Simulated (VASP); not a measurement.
## KMgF3: relaxation of cell and atoms with PBE

KMgF3:

```
K Mg F
1.0
     3.98590    0.00000    0.00000
     0.00000    3.98590    0.00000
     0.00000    0.00000    3.98590
K Mg F
1 1 3
Direct
  0.50000 0.50000 0.50000
  0.00000 0.00000 0.00000
  0.50000 0.00000 0.00000
  0.00000 0.50000 0.00000
  0.00000 0.00000 0.50000
```

* Program: VASP 6.6.1
* Task: relaxation of cell and atoms
* Functional: PBE
* Potentials or basis: VASP PAW PBE potentials, release 64 (K_sv, Mg, F)
* Cutoff: 600 eV
* k mesh: 6 × 6 × 6
* Occupations: gaussian, width 0.02 eV
* Spin: no spin polarisation
* Dipole correction: no
* Further INCAR settings: ALGO = Fast; EDIFF = 1e-07; IBRION = 2; EDIFFG = -0.005; NSW = 100; ISIF = 3

* Relaxed volume: 13.24 Å³/atom
* Relaxed cell: a = 4.045 Å, b = 4.045 Å, c = 4.045 Å, α = 90.00°, β = 90.00°, γ = 90.00°
* Space group after relaxing (to 0.05 Å): Pm-3m (No. 221)
* Energy gained by relaxing: 5.5 meV/atom
* Ionic steps: 3
* Pressure after relaxing: 0.0 GPa
* Band gap on the k mesh: 6.98 eV, indirect (least direct gap 7.30 eV)

Step by step:
| step | energy change (eV) | largest force (eV/Å) | pressure (GPa) | volume (Å³) |
| --- | --- | --- | --- | --- |
| 1 | 0.0000 | 0.0000 | 3.24 | 63.33 |
| 2 | -0.0269 | 0.0000 | 0.50 | 65.70 |
| 3 | -0.0276 | 0.0000 | -0.04 | 66.21 |

Final structure:
```cif
data_structure
_symmetry_space_group_name_H-M 'P 1'
_symmetry_Int_Tables_number 1
_cell_length_a 4.0454
_cell_length_b 4.0454
_cell_length_c 4.0454
_cell_angle_alpha 90.000
_cell_angle_beta 90.000
_cell_angle_gamma 90.000
_cell_volume 66.21
loop_
_atom_site_label
_atom_site_type_symbol
_atom_site_fract_x
_atom_site_fract_y
_atom_site_fract_z
_atom_site_occupancy
K1 K 0.50000 0.50000 0.50000 1
Mg1 Mg 0.00000 0.00000 0.00000 1
F1 F 0.50000 0.00000 0.00000 1
F2 F 0.00000 0.50000 0.00000 1
F3 F 0.00000 0.00000 0.50000 1
```

Levels at points of the mesh, in eV from the valence-band top:
| k point | band 13 | band 14 | band 15 | band 16 | band 17 | band 18 | band 19 | band 20 |
| --- | --- | --- | --- | --- | --- | --- | --- | --- |
| (0.00, 0.00, 0.00) | -0.58 | -0.32 | -0.32 | -0.32 | 6.98 | 10.02 | 10.02 | 12.12 |
| (0.50, 0.00, 0.00) | -0.81 | -0.80 | -0.50 | -0.50 | 9.84 | 10.00 | 11.00 | 12.60 |
| (0.50, 0.50, 0.00) | -0.96 | -0.86 | -0.86 | -0.02 | 10.65 | 11.48 | 12.22 | 12.22 |
| (0.50, 0.50, 0.50) | -1.08 | 0.00 | 0.00 | 0.00 | 10.27 | 10.27 | 10.27 | 13.63 |

Wall time 36 s on 1 thread of Intel(R) Xeon(R) 6975P-C (Granite Rapids), on a shared host, peak memory 0.2 GiB.

A k mesh can miss the band edges. Zero-point motion and thermal expansion aren't in these numbers.
